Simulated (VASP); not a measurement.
# H: molecular dynamics with a thermostat

H, Cmcm (no. 63), 16 atoms in the cell. PBE, molecular dynamics; PAW potentials H (PBE set).

Ensemble: Nose-Hoover; Target temperature (K): 1000.

## Input

INCAR:
```
GGA = PE ; PREC = Normal
ENCUT = 250 ; EDIFF = 1E-6
NELMIN = 4 ; NELM = 60
ALGO = Fast ; LREAL = Auto
LASPH = True ; ISMEAR = -1
SIGMA = 0.05 ; ISYM = 0
LWAVE = False ; LCHARG = False
IBRION = 0 ; NSW = 60
POTIM = 0.5 ; TEBEG = 1000
ISIF = 2 ; RANDOM_SEED = 636778 0 0
MDALGO = 2 ; SMASS = 0
KPAR = 2
```

KPOINTS:
```
k-points
0
Monkhorst-Pack
  2 2 2
```

POSCAR:
```
H
1.0
    3.2970637200     -5.4633764600      0.0000000000
    3.2970637200      5.4633764600      0.0000000000
    0.0000000000      0.0000000000      6.3137686200
H
16
Direct
    0.2839042500      0.2160957500      0.5004850500
    0.2839042500      0.7160957500      0.5004850500
    0.7839042500      0.2160957500      0.5004850500
    0.7839042500      0.7160957500      0.5004850500
    0.2160957500      0.2839042500      0.4995149500
    0.2160957500      0.7839042500      0.4995149500
    0.7160957500      0.2839042500      0.4995149500
    0.7160957500      0.7839042500      0.4995149500
    0.2160957500      0.2839042500      0.0004850500
    0.2160957500      0.7839042500      0.0004850500
    0.7160957500      0.2839042500      0.0004850500
    0.7160957500      0.7839042500      0.0004850500
    0.2839042500      0.2160957500      0.9995149500
    0.2839042500      0.7160957500      0.9995149500
    0.7839042500      0.2160957500      0.9995149500
    0.7839042500      0.7160957500      0.9995149500
```

Commands:
```
cat potpaw_PBE.64/H/POTCAR > POTCAR
mpirun -np 2 vasp_std > vasp.out
```

## Result

- Mean temperature (K): 986
- Spread of the conserved energy (meV/atom): 1.41
- Rise of the mean potential energy above the start (meV/atom): 32.1
- Electronic steps per ionic step after the first: 5.4

Course of the run:

| Time (fs) | Temperature (K) | Potential energy less the first (meV/atom) | Conserved energy less the first (meV/atom) |
|---|---|---|---|
| 0 | 999 | 0.0 | 0.00 |
| 3 | 855 | 20.9 | 0.75 |
| 5 | 951 | 17.7 | 0.59 |
| 8 | 1061 | 19.3 | 0.74 |
| 10 | 1138 | 21.9 | 0.89 |
| 12 | 1152 | 22.0 | 0.49 |
| 14 | 965 | 39.8 | 0.73 |
| 16 | 1134 | 11.7 | -0.01 |
| 18 | 820 | 43.4 | 1.14 |
| 21 | 843 | 38.7 | 0.55 |
| 23 | 761 | 54.9 | 1.25 |
| 26 | 974 | 47.9 | 0.85 |
| 28 | 1099 | 47.6 | 0.40 |
| 30 | 1094 | 64.0 | 0.64 |

REPORT:
```
MDALGO =   2
               SCALING =       0
                 CNEXP =     9.000   14.000
           RANDOM_SEED =            636778                0                0

   original number of atomic DOF:         45
   number of independent constraints:      0
   number of active DOF:                  45

========================================
         MD step No.       1
========================================

  Atomic velocities initialized by STEP_tb

  >Energies
                    E_tot             E_pot             E_kin               EPS                ES
   e_b>   -0.51684707E+02   -0.53622580E+02    0.19378730E+01    0.00000000E+00    0.00000000E+00

  >Temperature
               T_sim     T_inst
   tmprt>   1000.000    999.464

  >Thermostat:
           s(n+1) sdot(n+1)      s(n)   sdot(n)        Qs
   s_b>  -0.00001  -0.00001   0.00000   0.00000   0.01862

           RANDOM_SEED =            636778               96                0

[... steps left out ...]

========================================
         MD step No.      60
========================================

  >Energies
                    E_tot             E_pot             E_kin               EPS                ES
   e_b>   -0.51674519E+02   -0.52598879E+02    0.21204000E+01    0.62889529E-02   -0.12023283E+01

  >Temperature
               T_sim     T_inst
   tmprt>   1000.000   1093.603

  >Thermostat:
           s(n+1) sdot(n+1)      s(n)   sdot(n)        Qs
   s_b>  -0.31587  -0.00530  -0.31005  -0.00633   0.01862

           RANDOM_SEED =            636778               96                0
```

OSZICAR:
```
N       E                     dE             d eps       ncg     rms          rms(c)
DAV:   1    -0.955929163366E+01   -0.95593E+01   -0.37746E+03   136   0.387E+02
DAV:   2    -0.553331869482E+02   -0.45774E+02   -0.45024E+02   172   0.102E+02
DAV:   3    -0.580976731920E+02   -0.27645E+01   -0.27601E+01   181   0.263E+01
DAV:   4    -0.581105840750E+02   -0.12911E-01   -0.12910E-01   141   0.222E+00
DAV:   5    -0.581106603632E+02   -0.76288E-04   -0.76288E-04   181   0.161E-01    0.127E+01
RMM:   6    -0.550843402812E+02    0.30263E+01   -0.10809E+00   136   0.449E+00    0.713E+00
RMM:   7    -0.535782618356E+02    0.15061E+01   -0.31186E+00   136   0.824E+00    0.871E-01
RMM:   8    -0.536369963064E+02   -0.58734E-01   -0.14610E-01   136   0.231E+00    0.694E-01
RMM:   9    -0.536220394680E+02    0.14957E-01   -0.39729E-02   136   0.113E+00    0.462E-02
RMM:  10    -0.536225006215E+02   -0.46115E-03   -0.41484E-03   136   0.440E-01    0.360E-02
RMM:  11    -0.536225743851E+02   -0.73764E-04   -0.56390E-04   136   0.161E-01    0.121E-02
RMM:  12    -0.536225784760E+02   -0.40909E-05   -0.83270E-05   136   0.585E-02    0.116E-02
[... left out ...]
     59 T=  1138. E= -.51678800E+02 F= -.52719781E+02 E0= -.52719781E+02  EK= 0.22060E+01 SP= -.12E+01 SK= 0.98E-02
[... last step whole ...]
       N       E                     dE             d eps       ncg     rms          rms(c)
DAV:   1    -0.525984864774E+02    0.12129E+00   -0.21959E-02   198   0.150E+00    0.816E-02
RMM:   2    -0.525988678226E+02   -0.38135E-03   -0.46160E-03   136   0.457E-01    0.455E-02
RMM:   3    -0.525988772551E+02   -0.94325E-05   -0.31676E-04   136   0.124E-01    0.192E-02
RMM:   4    -0.525988788129E+02   -0.15578E-05   -0.44918E-05   136   0.455E-02    0.564E-03
RMM:   5    -0.525988794229E+02   -0.60996E-06   -0.47526E-06   128   0.152E-02
     60 T=  1094. E= -.51674519E+02 F= -.52598879E+02 E0= -.52598879E+02  EK= 0.21204E+01 SP= -.12E+01 SK= 0.63E-02
```

Limits: 30 fs of 16 atoms are too short for converged averages.

VASP 6.6.1 took 136 s on 2 cores (AMD EPYC 7R43 (Zen 3)), a shared host.
